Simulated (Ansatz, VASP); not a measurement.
**Co: VASP beside Ansatz**

```xyz
4
Lattice="3.6935 0.0000 0.0000 0.0000 3.6935 0.0000 0.0000 0.0000 3.6935" Properties=species:S:1:pos:R:3 pbc="T T T"
Co    0.1108    0.1108    0.1108
Co    1.7359    3.5827    1.9576
Co    1.9576    1.7359    3.5827
Co    3.5827    1.9576    1.7359
```

Alike in both runs: task single point; functional PBE; k mesh 6 × 6 × 6; occupations gaussian, width 0.1 eV; collinear spin.

|  | VASP | Ansatz |
| --- | --- | --- |
| version | VASP 6.6.1 | Ansatz 0.2.0 |
| potentials or method | VASP PAW PBE potentials, release 64 (Co) | scalar-relativistic, plane waves, PAW |
| plane-wave cutoff (eV) | 520 | 420 |
| valence electrons in the cell | 36 | 68 |

|  | VASP | Ansatz | Ansatz less VASP |
| --- | --- | --- | --- |
| gap on the k mesh at the Fermi level (eV) | none | none | - |
| pressure (GPa) | -17.5 | -17.2 | +0.33 |
| rms of the force components (eV/Å) | 0.377 | 0.394 | +0.0167 |
| net moment per atom (μB) | 1.73 | 1.76 | +0.027 |
| size of the moment on the site where the two differ most (μB) | 1.77 | 1.84 | +0.069 |

Site moments also hang on the region over which each program counts them. Atom by atom the forces differ by 0.017 eV/Å (rms over components). A gap of «none» marks a metal or a gap that the smearing closes. The functional is the same, so the differences come from potentials, cutoffs and numerics. The two sets of potentials don't hold the same shells in valence.

Caveats: so large a pressure means that the cell lies far from this level's equilibrium, or that cutoff or potentials fall short (VASP).
